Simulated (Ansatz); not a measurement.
# MoS2: band structure with HSE03

The system is MoS2.

```
Mo S
1.0
     1.58000    0.91221    6.15000
    -1.58000    0.91221    6.15000
     0.00000   -1.82443    6.15000
Mo S
1 2
Direct
  0.00000 0.00000 0.00000
  0.41700 0.41700 0.41700
  0.25000 0.25000 0.25000
```

Measurements of this composition are mostly on another form, of space group No. 194.

| Item | Value |
| --- | --- |
| Program | Ansatz 0.2.0 |
| Task | band structure |
| Functional | HSE03 |
| Potentials or basis | Ansatz PAW |
| Cutoff | 420 eV (not typed: the program's choice for these potentials) |
| k mesh | 5 × 5 × 5 |
| Occupations | fermi-dirac, width 0.05 eV |
| Spin | no spin polarisation |
| Path | [["G", "L", "B1"], ["B", "Z", "G", "X"], ["Q", "F", "P1", "Z"], ["L", "P"]] |
| Points for each segment of the path | 4 |

The pressure is 1.0 GPa, the largest force is 0.092 eV/Å and the band gap on the k mesh is 1.40 eV, indirect (least direct gap 2.69 eV). The band gap along the path is 1.24 eV, indirect (least direct gap 2.03 eV).

Forces on the atoms (eV/Å):
```
Mo   0.000  0.000  0.092
S    0.000  0.000 -0.039
S    0.000  0.000 -0.052
```

Stress tensor (GPa, compression positive):
```
0.17 0.00 0.00
0.00 0.17 0.00
0.00 0.00 2.52
```

Levels at the corners of the path, in eV from the valence-band top:
```tsv
point	band 11	band 12	band 13	band 14	band 15	band 16
Γ	-2.55	-1.48	-1.26	2.55	2.55	2.98
L	-2.66	-1.89	-1.66	2.04	2.50	4.12
B1	-4.19	-3.18	-0.81	1.28	2.88	3.61
B	-4.19	-3.18	-0.81	1.28	2.88	3.61
Z	-2.51	-2.51	0.00	2.66	2.66	2.83
Γ	-2.55	-1.48	-1.26	2.55	2.55	2.98
X	-4.11	-3.24	-0.79	1.24	2.88	3.59
Q	-4.11	-3.24	-0.79	1.24	2.88	3.59
F	-3.27	-2.07	-1.49	1.99	2.63	3.63
P1	-3.14	-2.03	-1.51	2.00	2.65	3.70
Z	-2.51	-2.51	0.00	2.66	2.66	2.83
L	-2.66	-1.89	-1.66	2.04	2.50	4.12
P	-3.14	-2.03	-1.51	2.00	2.65	3.70
```

Run time: 52 s on 1 × NVIDIA H100 80GB HBM3 with 2 threads of AMD EPYC 7R13 Processor (Zen 3) (shared host), peak memory 2.4 GiB.

Caveat: the k mesh is coarse (spacing up to 0.46 Å⁻¹), so the values aren't converged, least of all with exact exchange; the k mesh misses the band edges, so the gap on the mesh is wider than the one along the path; the PAW data sets come from PBE, with cores solved anew for the run's functional, which leaves a small shift of forces and pressure; the thresholds are loose for stress.
